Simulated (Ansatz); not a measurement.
Property card for Al

Theory: Ansatz, DFT PBE, scalar-relativistic, plane waves, PAW.

Settings: cutoff 420 eV, Γ-centred mesh 22×22×12 on the computed 2-atom cell, Gaussian smearing of 0.10 eV; no spin polarisation.

The structure is relaxed at this level of theory with its symmetry kept, and needn't be the ground state of this composition.

Space group P6_3/mmc (No. 194), hexagonal, a = 2.851 Å, c = 4.729 Å. Al is surrounded by 12 Al at 2.85–2.88 Å.

* Volume per atom: 16.65 Å³
* Energy over the standard state (uncorrected): +0.033 eV/atom
* Kohn–Sham band gap: none (metal)
* Density of states at the Fermi level: 0.9 states/eV per cell
* Orbital (Löwdin) character within 0.5 eV of the Fermi level: Al 3p 64 %, Al 3s 31 %, unprojected 5 %
* Bader charge by site (e): Al (2 in the cell) 0.00

Another cell of Al relaxed alike, in Fm-3m, lies 33 meV/atom lower, so this cell isn't the stable form at this level.

The cell was found from a structure generator's guess, not taken from experiment. Löwdin shares on free-atom orbitals overweight diffuse shells.
